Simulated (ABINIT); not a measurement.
# BAs (F-43m): G0W0 in ABINIT against the plane-wave cutoff

Aim: move the plane-wave cutoff of a G0W0 run on BAs (F-43m) over a wide range.

Main program and level: ABINIT 10.8.3; PBE and many-body steps on it, plane waves.

## (1) Set-up

Symmetry: F-43m, No. 216, cubic system. Conventional cell: a = 4.777 Å, b = 4.777 Å, c = 4.777 Å, α = 90.00°, β = 90.00°, γ = 90.00°. Nearest to B lie 4 As at 2.07 Å. Nearest to As lie 4 B at 2.07 Å. Farther neighbours are not listed.

As a file:

```cif
data_structure
_symmetry_space_group_name_H-M 'P 1'
_symmetry_Int_Tables_number 1
_cell_length_a 3.3778
_cell_length_b 3.3778
_cell_length_c 3.3778
_cell_angle_alpha 60.000
_cell_angle_beta 60.000
_cell_angle_gamma 60.000
_cell_volume 27.25
loop_
_atom_site_label
_atom_site_type_symbol
_atom_site_fract_x
_atom_site_fract_y
_atom_site_fract_z
_atom_site_occupancy
B1 B 0.00000 0.00000 0.00000 1
As2 As 0.25000 0.25000 0.25000 1
```

The cell and positions come from the Crystallography Open Database and are kept as given unless a step says otherwise.

## (2) Empty states on the mesh, 6×6×6 mesh, 261 bands

This step: ABINIT 10.8.3; DFT, PBE, plane waves, norm-conserving pseudopotentials.

The sums over transitions need many empty states on a uniform mesh; this step solves for them.

Contents of run.abi:

```
acell 3*1.0 Angstrom
rprim 
  -0.000000000000 2.388500000000 2.388500000000
  2.388500000000 -0.000000000000 2.388500000000
  2.388500000000 2.388500000000 -0.000000000000
ntypat 2
znucl 5 33
natom 2
typat 1 2
xred 
  0.000000000000 0.000000000000 0.000000000000
  0.250000000000 0.250000000000 0.250000000000
pp_dirpath "pseudos"
pseudos "B.upf, As.upf"
ecut 38
ngkpt 6 6 6
nshiftk 1
shiftk 0 0 0
kptopt 1
chksymbreak 0
irdden 1
istwfk *1
nband 261
prtvol 0
optdriver 6
gwr_task "HDIAGO"
paral_kgb 0
occopt 1
indata_prefix "in"
outdata_prefix "out"
tmpdata_prefix "tmp"
```

Command:

```bash
$ OMP_NUM_THREADS=1 mpirun -n 4 abinit run.abi > log
```

Numbers of over 12 decimals in the logs are rounded to 6 here.

The program printed:

```text
.Version 10.8.3 of ABINIT. v10.8.2 released Aug 2026.

 Symmetries : space group F-4 3 m (#216); Bravais cF (face-center cubic)
[... echo of the input left out ...]
== DATASET  1 ==================================================================
-   mpi_nproc: 4, omp_nthreads: 1 (-1 if OMP is not activated)

--- !DatasetInfo
iteration_state: {dtset: 1, }
dimensions: {natom: 2, nkpt: 16, mband: 261, nsppol: 1, nspinor: 1, nspden: 1, mpw: 2085, }
cutoff_energies: {ecut:  38.0, pawecutdg:  -1.0, }
[...]
Indirect band gap semiconductor
 Fundamental gap:     1.294 (eV)
   VBM:     6.564 (eV) at k: [ 0.0000E+00,  0.0000E+00,  0.0000E+00]
   CBM:     7.859 (eV) at k: [ 3.3333E-01,  3.3333E-01,  0.0000E+00]
 Direct gap:         3.292 (eV) at k: [ 0.0000E+00,  0.0000E+00,  0.0000E+00]

== END DATASET(S) ==============================================================
================================================================================

 -outvars: echo values of variables after computation  --------
           etotal      0.0000000000E+00
            nband         261
             nkpt          16
          spgroup         216
 [... the other variables as echoed above ...]

 Calculation completed.
```

The job ended after 33 s (4 MPI ranks of Arm Neoverse V1, shared host; peak memory 1.2 GiB; 2.2 min of CPU time).

Numbers from this step:

| Quantity | Value |
| --- | --- |
| gap | 1.294 eV |
| k of the valence top | 0, 0, 0 |
| k of the conduction bottom | 0.3333, 0.3333, 0 |
| least direct gap | 3.292 eV |
| k points computed | 16 |
| lowest point of the top converged band, above the valence top | 225.5582 eV |

On this mesh the gap is 1.294 eV.

The density comes from a self-consistent run that is not shown.

## (3) Empty states on the mesh, 6×6×6 mesh, 78 bands

run.abi: that of step 2 with these lines changed.

```diff
@@ -14,3 +14,3 @@
 pseudos "B.upf, As.upf"
-ecut 38
+ecut 23
 ngkpt 6 6 6
@@ -22,3 +22,3 @@
 istwfk *1
-nband 261
+nband 78
 prtvol 0
```

The program printed:

```text
[banner, memory and clock lines left out]
.Version 10.8.3 of ABINIT. v10.8.2 released Aug 2026.

 Symmetries : space group F-4 3 m (#216); Bravais cF (face-center cubic)
[... echo of the input left out ...]
== DATASET  1 ==================================================================
-   mpi_nproc: 4, omp_nthreads: 1 (-1 if OMP is not activated)

--- !DatasetInfo
iteration_state: {dtset: 1, }
dimensions: {natom: 2, nkpt: 16, mband: 78, nsppol: 1, nspinor: 1, nspden: 1, mpw: 982, }
cutoff_energies: {ecut:  23.0, pawecutdg:  -1.0, }
[...]
Integrated=    1.8000E+01

 === KS gaps after direct diagonalization ===
 Indirect band gap semiconductor
 Fundamental gap:     1.401 (eV)
   VBM:     6.668 (eV) at k: [ 0.0000E+00,  0.0000E+00,  0.0000E+00]
   CBM:     8.069 (eV) at k: [ 3.3333E-01,  3.3333E-01,  0.0000E+00]
 Direct gap:         3.329 (eV) at k: [ 0.0000E+00,  0.0000E+00,  0.0000E+00]

== END DATASET(S) ==============================================================

 -outvars: echo values of variables after computation  --------
           etotal      0.0000000000E+00
            nband          78
             nkpt          16
          spgroup         216
 [... the other variables as echoed above ...]

 Calculation completed.
```

Wall time 6.9 s (4 MPI ranks); peak memory 0.4 GiB; 27 s of CPU time.

Numbers from this step:

```
gap                                                           : 1.401 eV
k of the valence top                                          : 0, 0, 0
k of the conduction bottom                                    : 0.3333, 0.3333, 0
least direct gap                                              : 3.329 eV
k points computed                                             : 16
lowest point of the top converged band, above the valence top : 86.8697 eV
```

On this mesh the gap is 1.401 eV.

## (4) Empty states on the mesh, 6×6×6 mesh, 78 bands

run.abi: that of step 3 with these lines changed.

```diff
@@ -14,3 +14,3 @@
 pseudos "B.upf, As.upf"
-ecut 23
+ecut 30
 ngkpt 6 6 6
```

The program printed:

```text
[banner, memory and clock lines left out]
.Version 10.8.3 of ABINIT. v10.8.2 released Aug 2026.

 Symmetries : space group F-4 3 m (#216); Bravais cF (face-center cubic)
[... echo of the input left out ...]
== DATASET  1 ==================================================================
-   mpi_nproc: 4, omp_nthreads: 1 (-1 if OMP is not activated)

--- !DatasetInfo
iteration_state: {dtset: 1, }
dimensions: {natom: 2, nkpt: 16, mband: 78, nsppol: 1, nspinor: 1, nspden: 1, mpw: 1459, }
cutoff_energies: {ecut:  30.0, pawecutdg:  -1.0, }
[...]
Integrated=    1.8000E+01

 === KS gaps after direct diagonalization ===
 Indirect band gap semiconductor
 Fundamental gap:     1.312 (eV)
   VBM:     6.576 (eV) at k: [ 0.0000E+00,  0.0000E+00,  0.0000E+00]
   CBM:     7.887 (eV) at k: [ 3.3333E-01,  3.3333E-01,  0.0000E+00]
 Direct gap:         3.295 (eV) at k: [ 0.0000E+00,  0.0000E+00,  0.0000E+00]

== END DATASET(S) ==============================================================

 -outvars: echo values of variables after computation  --------
           etotal      0.0000000000E+00
            nband          78
             nkpt          16
          spgroup         216
 [... the other variables as echoed above ...]

 Calculation completed.
```

The job ended after 13 s (4 MPI ranks; peak memory 0.7 GiB; 52 s of CPU time).

Numbers from this step:

```
gap                                                           : 1.312 eV
k of the valence top                                          : 0, 0, 0
k of the conduction bottom                                    : 0.3333, 0.3333, 0
least direct gap                                              : 3.295 eV
k points computed                                             : 16
lowest point of the top converged band, above the valence top : 85.8857 eV
```

On this mesh the gap is 1.312 eV.

## (5) Empty states on the mesh, 6×6×6 mesh, 76 bands

run.abi: that of step 4 with these lines changed.

```diff
@@ -14,3 +14,3 @@
 pseudos "B.upf, As.upf"
-ecut 30
+ecut 48
 ngkpt 6 6 6
@@ -20,10 +20,10 @@
 chksymbreak 0
+iscf -2
 irdden 1
 istwfk *1
-nband 78
+nband 76
+nbdbuf 6
+tolwfr 1e-09
+nstep 60
 prtvol 0
-optdriver 6
-gwr_task "HDIAGO"
-paral_kgb 0
-occopt 1
 indata_prefix "in"
```

The program printed:

```text
.Version 10.8.3 of ABINIT. v10.8.2 released Aug 2026.

 Symmetries : space group F-4 3 m (#216); Bravais cF (face-center cubic)
[... echo of the input left out ...]
== DATASET  1 ==================================================================
-   mpi_nproc: 4, omp_nthreads: 1 (-1 if OMP is not activated)

--- !DatasetInfo
iteration_state: {dtset: 1, }
dimensions: {natom: 2, nkpt: 16, mband: 76, nsppol: 1, nspinor: 1, nspden: 1, mpw: 2954, }
cutoff_energies: {ecut:  48.0, pawecutdg:  -1.0, }
[...]
2.67150    2.67150    2.67150    2.73343    2.73343    2.73343    2.84645    3.04770
   3.49479    3.49479    3.49479    3.58646    3.58646    3.69603    3.78100    3.78100
   3.78100    3.92665    3.92666    3.92666
 prteigrs : prtvol=0 or 1, do not print more k-points.

== END DATASET(S) ==============================================================
================================================================================

 -outvars: echo values of variables after computation  --------
            nband          76
             nkpt          16
          spgroup         216
 [... the other variables as echoed above ...]

 Calculation completed.
```

Wall time 25 s (4 MPI ranks); peak memory 0.3 GiB.

This step gave:

* gap: 1.294 eV
* k of the valence top: 0, 0, 0
* k of the conduction bottom: 0.3333, 0.3333, 0
* least direct gap: 3.292 eV
* k points computed: 16
* lowest point of the top converged band, above the valence top: 85.7020 eV

On this mesh the gap is 1.294 eV.

## (6) Screening, 6×6×6 mesh, 70 bands, screening to 195.9 eV

The RPA dielectric matrix is built and inverted for each q.

This step: RPA screening on PBE, plane waves, norm-conserving pseudopotentials.

run.abi: that of step 5 with these lines changed.

```diff
@@ -14,3 +14,3 @@
 pseudos "B.upf, As.upf"
-ecut 48
+ecut 23
 ngkpt 6 6 6
@@ -20,10 +20,11 @@
 chksymbreak 0
-iscf -2
-irdden 1
 istwfk *1
-nband 76
-nbdbuf 6
-tolwfr 1e-09
-nstep 60
-prtvol 0
+occopt 1
+irdwfk 1
+optdriver 3
+nband 70
+ecuteps 7.2
+inclvkb 2
+awtr 1
+symchi 1
 indata_prefix "in"
```

The program printed:

```text
.Version 10.8.3 of ABINIT. v10.8.2 released Aug 2026.

 Symmetries : space group F-4 3 m (#216); Bravais cF (face-center cubic)
[... echo of the input left out ...]
== DATASET  1 ==================================================================
-   mpi_nproc: 4, omp_nthreads: 1 (-1 if OMP is not activated)

--- !DatasetInfo
iteration_state: {dtset: 1, }
dimensions: {natom: 2, nkpt: 16, mband: 70, nsppol: 1, nspinor: 1, nspden: 1, mpw: 982, }
cutoff_energies: {ecut:  23.0, pawecutdg:  -1.0, }
electrons: {nelect:   1.80000000E+01, charge:   0.00000000E+00, occopt:   1.00000000E+00, tsmear:   1.00000000E-02, }

 SCREENING: Calculation of the susceptibility and dielectric matrices

 Based on a program developped by R.W. Godby, V. Olevano, G. Onida, and L. Reining.
 Incorporated in ABINIT by V. Olevano, G.-M. Rignanese, and M. Torrent.
.Using double precision arithmetic ; gwpc =  8

[... cell and pseudopotentials left out ...]
--------------------------------------------------------------------------------

 ==== K-mesh for the wavefunctions ====
 Number of points in the irreducible wedge :    16
[... list of points left out ...]
 Together with 24 symmetry operations and time-reversal symmetry
 yields   216 points in the full Brillouin Zone.

 ==== Q-mesh for the screening function ====
 Number of points in the irreducible wedge :    16
[... list of points left out ...]
 Together with 24 symmetry operations and time-reversal symmetry
 yields   216 points in the full Brillouin Zone.

 setmesh: FFT mesh size selected  =    24x   24x   24
          total number of points  =        13824

 vcoul_init : cutoff-mode = AUXILIARY_FUNCTION
 q-points for optical limit:   1
     1)      0.000010    0.000020    0.000030

- screening: taking advantage of time-reversal symmetry
- Maximum band index for partially occupied states nbvw = 9
- Remaining bands to be divided among processors   nbcw = 61
- Number of bands treated by each node ~15

 Number of electrons calculated from density =   18.0000; Expected =   18.0000
 average of density, n =  0.097875
 r_s =    1.3461
 omega_plasma =   30.1780 [eV]

 calculating chi0 at frequencies [eV] :
  1    0.000000E+00    0.000000E+00
  2    0.000000E+00    3.017802E+01

--------------------------------------------------------------------------------
  q-point number  1        q = ( 0.000000, 0.000000, 0.000000) [r.l.u.]
--------------------------------------------------------------------------------
[... chi0 elements left out ...]
 For q-point:  0.000010 0.000020 0.000030
  dielectric constant =  10.1990
  dielectric constant without local fields =  11.1926

  Average fulfillment of the sum rule on Im[epsilon] for q-point    1 :     62.06  [%]
[... wings left out ...]
  q-point number  2        q = ( 0.166667, 0.000000, 0.000000) [r.l.u.]
--------------------------------------------------------------------------------
[... chi0 elements left out ...]
  Average fulfillment of the sum rule on Im[epsilon] for q-point    2 :     82.00  [%]

 [... 14 further q-points ...]
```

It took 63 s on 4 MPI ranks; peak memory 0.65 GiB.

Numbers from this step:

* ε∞ with local fields, on this mesh, along the program's q direction: 10.20
* the same without local fields: 11.19
* plasma frequency: 30.18 eV
* plane waves in the screening matrix: 169

Local fields lower ε∞ by 9 %.

## (7) 23 Ha

This step: G0W0 on PBE, plane waves, norm-conserving pseudopotentials.

run.abi: that of step 6 with these lines changed.

```diff
@@ -23,8 +23,17 @@
 irdwfk 1
-optdriver 3
+optdriver 4
 nband 70
+gwcalctyp 0
+ecutsigx 23
+symsigma 1
+nkptgw 2
+kptgw 
+  0.0000000000 0.0000000000 0.0000000000
+  0.3333333333 0.3333333333 0.0000000000
+bdgw 
+  7 12
+  8 11
 ecuteps 7.2
-inclvkb 2
-awtr 1
-symchi 1
+irdscr 1
+ppmodel 1
 indata_prefix "in"
```

The program printed:

```text
.Version 10.8.3 of ABINIT. v10.8.2 released Aug 2026.

 Symmetries : space group F-4 3 m (#216); Bravais cF (face-center cubic)
[... echo of the input left out ...]
== DATASET  1 ==================================================================
-   mpi_nproc: 4, omp_nthreads: 1 (-1 if OMP is not activated)

--- !DatasetInfo
iteration_state: {dtset: 1, }
dimensions: {natom: 2, nkpt: 16, mband: 70, nsppol: 1, nspinor: 1, nspden: 1, mpw: 982, }
cutoff_energies: {ecut:  23.0, pawecutdg:  -1.0, }
electrons: {nelect:   1.80000000E+01, charge:   0.00000000E+00, occopt:   1.00000000E+00, tsmear:   1.00000000E-02, }

 SIGMA: Calculation of the GW corrections

 Based on a program developped by R.W. Godby, V. Olevano, G. Onida, and L. Reining.
 Incorporated in ABINIT by V. Olevano, G.-M. Rignanese, and M. Torrent.
.Using double precision arithmetic ; gwpc =  8

[... cell and pseudopotentials left out ...]
--------------------------------------------------------------------------------

 ==== K-mesh for the wavefunctions ====
 Number of points in the irreducible wedge :    16
[... list of points left out ...]
 Together with 24 symmetry operations and time-reversal symmetry
 yields   216 points in the full Brillouin Zone.

 ==== Q-mesh for screening function ====
 Number of points in the irreducible wedge :    16
[... list of points left out ...]
 Together with 24 symmetry operations and time-reversal symmetry
 yields   216 points in the full Brillouin Zone.

 vcoul_init : cutoff-mode = AUXILIARY_FUNCTION
 q-points for optical limit:   1
     1)      0.000010    0.000020    0.000030
 setmesh: FFT mesh size selected  =    27x   27x   27
          total number of points  =        19683

 Number of electrons calculated from density =   18.0000; Expected =   18.0000
 average of density, n =  0.097875
 r_s =    1.3461
 omega_plasma =   30.1780 [eV]

 === KS Band Gaps ===
  >>>> For spin  1
   Minimum direct gap =   3.3294 [eV], located at k-point      :   0.0000  0.0000  0.0000
   Fundamental gap    =   1.4009 [eV], Top of valence bands at :   0.0000  0.0000  0.0000
                                       Bottom of conduction at :   0.3333  0.3333  0.0000
 SIGMA fundamental parameters:
 PLASMON POLE MODEL  1
 number of plane-waves for SigmaX                  941
 number of plane-waves for SigmaC and W            169
 number of plane-waves for wavefunctions           941
 number of bands                                    70
 number of independent spin polarizations            1
 number of spinorial components                      1
 number of k-points in IBZ                          16
 number of q-points in IBZ                          16
 number of symmetry operations                      24
 number of k-points in BZ                          216
 number of q-points in BZ                          216
 number of frequencies for dSigma/dE                 9
 frequency step for dSigma/dE [eV]                0.25
 number of omega for Sigma on real axis              0
 max omega for Sigma on real axis  [eV]           0.00
 zcut for avoiding poles [eV]                     0.10

 EPSILON^-1 parameters (SCR file):
 dimension of the eps^-1 matrix on file            169
 dimension of the eps^-1 matrix used               169
 number of plane-waves for wavefunctions           941
 number of bands                                    70
 number of q-points in IBZ                          16
 number of frequencies                               2
 number of real frequencies                          1
 number of imag frequencies                          1

 matrix elements of self-energy operator (all in [eV])

 Perturbative Calculation

--- !SelfEnergy_ee
iteration_state: {dtset: 1, }
kpoint     : [   0.000,    0.000,    0.000, ]
spin       : 1
KS_gap     :    3.329
QP_gap     :    4.239
Delta_QP_KS:    0.909
data: !SigmaeeData |
     Band     E0 <VxcDFT>   SigX SigC(E0)      Z dSigC/dE  Sig(E)    E-E0       E
        7   6.668 -13.818 -15.793   1.012   0.808  -0.237 -14.596  -0.778   5.891
        8   6.668 -13.818 -15.793   1.012   0.808  -0.237 -14.596  -0.778   5.891
        9   6.668 -13.818 -15.793   1.012   0.808  -0.237 -14.596  -0.778   5.891
       10   9.998 -12.553  -8.368  -4.023   0.810  -0.235 -12.422   0.132  10.129
       11   9.998 -12.553  -8.368  -4.023   0.810  -0.235 -12.422   0.132  10.129
       12   9.998 -12.553  -8.368  -4.023   0.810  -0.235 -12.422   0.132  10.129

--- !SelfEnergy_ee
iteration_state: {dtset: 1, }
kpoint     : [   0.333,    0.333,    0.000, ]
spin       : 1
KS_gap     :    4.909
QP_gap     :    6.054
Delta_QP_KS:    1.145
data: !SigmaeeData |
     Band     E0 <VxcDFT>   SigX SigC(E0)      Z dSigC/dE  Sig(E)    E-E0       E
        8   3.160 -12.865 -16.310   2.188   0.796  -0.256 -13.865  -1.000   2.160
        9   3.160 -12.865 -16.310   2.188   0.796  -0.256 -13.865  -1.000   2.160
       10   8.069 -11.325  -7.243  -3.906   0.817  -0.224 -11.181   0.145   8.214
       11   9.962 -10.908  -6.167  -4.517   0.816  -0.226 -10.725   0.183  10.144

== END DATASET(S) ==============================================================
================================================================================

 -outvars: echo values of variables after computation  --------
           etotal      0.0000000000E+00
            nband          70
             nkpt          16
          spgroup         216
 [... the other variables as echoed above ...]

 Calculation completed.
```

Elapsed: 10 s, on 4 MPI ranks; peak memory 0.65 GiB; 40 s of CPU time.

Numbers from this step:

| Quantity | Value |
| --- | --- |
| G0W0 gap on the points computed | 2.323 eV |
| starting gap on the mesh | 1.401 eV |
| k of the valence top | 0, 0, 0 |
| k of the conduction bottom | 0.3333, 0.3333, 0 |
| Z at the valence top | 0.808 |
| Z at the conduction bottom | 0.817 |
| least direct G0W0 gap on the computed points | 4.238 eV |

[end of part 1 of 2]

[Paths, hosts, dates, memory and timing lines, banners, echoed tables and standing remarks are left out of the program output.]

[Logs are printed without paths, hosts, clocks, repeated set-up lines and the standing remarks that a program may print on its own settings, such as how far it seeks lower states.]

[Runs of the session that timed out or met a known fault of the program may be left out.]

[Hosts, paths, dates, database ids (printed as entryN), source tags and the programs' standing remarks are cut or masked in the printed files.]

[G0W0 gaps are taken among the corrected bands and points alone; a level outside them can change the order at an edge.]

[Where Ansatz stands beside ABINIT at settings called matched, ABINIT's density can come from a denser mesh and the files from another edition; pairs whose starting gaps differed by over 0.03 eV were left out, so agreement reads better than it is.]
